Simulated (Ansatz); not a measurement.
# KZnF3 under changes of volume

One of the cells (13.286 Å³/atom); the others are scaled copies at fixed shape and fractional positions:

```xyz
5
Lattice="4.0500 0.0000 0.0000 0.0000 4.0500 0.0000 0.0000 0.0000 4.0500" Properties=species:S:1:pos:R:3 pbc="T T T"
Zn    2.0250    2.0250    2.0250
K     0.0000    0.0000    0.0000
F     2.0250    0.0000    2.0250
F     0.0000    2.0250    2.0250
F     2.0250    2.0250    0.0000
```

* Program: Ansatz 0.2.0
* Functional: r2SCAN
* Potentials or basis: Ansatz PAW
* Cutoff: 500 eV (not typed: the program's choice for these potentials)
* k mesh: 7 × 7 × 7
* Occupations: fermi-dirac, width 0.05 eV
* Spin: no spin polarisation

```csv
volume (Å³/atom),energy over the lowest point (meV/atom),pressure (GPa),gap on the mesh (eV)
12.489,?,?,?
12.755,5.24,3.5,4.86
13.020,1.07,1.5,4.80
13.286,0.00,-0.2,4.74
13.552,1.71,-1.8,4.69
13.817,5.90,-3.2,4.63
14.083,12.29,-4.5,4.58
```

What does the run at 12.489 Å³/atom give?

Energy over the lowest point 12.89 meV/atom; pressure 5.7 GPa; gap on the mesh 4.92 eV.

Worked out: A Birch-Murnaghan fit of order 3 (a polynomial in V^(-2/3)) to the other rows has its minimum at 13.25 Å³/atom with B0 = V·E''(V) = 85 GPa and B' = 4.8. It gives 12.94 meV/atom at 12.489 Å³/atom, against the run's 12.89, and -dE/dV = 5.8 GPa, against 5.7. A straight line through the other rows of the gap, of slope -2.83 eV per unit of ln V, extrapolates to 4.92 eV, against the run's 4.92.

Energies are extrapolated to zero smearing.

Caveats: odd divisions of the mesh miss points on the zone boundary, where band edges often lie, so the gap on the mesh can be too wide; the PAW data sets come from PBE, with cores solved anew for the run's functional, which leaves a small shift of forces and pressure.

A mesh can miss the band edges.
